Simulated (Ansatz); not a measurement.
# KCl (Sylvite) in Ansatz: convergence with smearing width

KCl (Sylvite):

```
CELL_PARAMETERS angstrom
0.00000 3.14647 3.14647
3.14647 0.00000 3.14647
3.14647 3.14647 0.00000
ATOMIC_POSITIONS crystal
K 0.98882 0.01186 0.99803
Cl 0.48303 0.50210 0.50564
```

The cell isn't the ideal one: atoms moved at random, drawn with an rms of 0.05 Å.

```yaml
Program: Ansatz 0.2.0
Task: convergence study
Functional: PBE
Potentials_or_basis: all-electron LAPW, scalar-relativistic
Cutoff: 144 eV (chosen from the basis error)
Basis_error_allowed: 0.001 eV/atom
k_mesh: 4 × 4 × 4
Occupations: fermi-dirac, width 0.3 eV
Spin: no spin polarisation
```

These are the settings of the first run; the series varies smearing width, with any setting tied to it.

Hardware: 1 thread of Arm Neoverse V1, with other jobs on the host.

```
smearing width  energy less the tightest run, at zero smearing (meV/atom)  SCF cycles  CPU time (s)  peak memory (GiB)
        0.3 eV                                                       0.06           7           7.7               0.23
        0.2 eV                                                       0.00           7           7.7               0.24
       0.15 eV                                                       0.00           7           7.3               0.24
        0.1 eV                                                       0.00           7           7.1               0.24
       0.05 eV                                                       0.00           7           7.3               0.23
      0.025 eV                                                       0.00           7           7.4               0.23
       0.01 eV                                                       0.00           7             8               0.23
```

Against the tightest run, the energy stays within 1 meV/atom from 0.3 eV on. The tightest run that finished is the yardstick and may itself not be fully converged.

Caveat, for the tightest run too: the k mesh is coarse (spacing up to 0.43 Å⁻¹), so the values aren't converged.
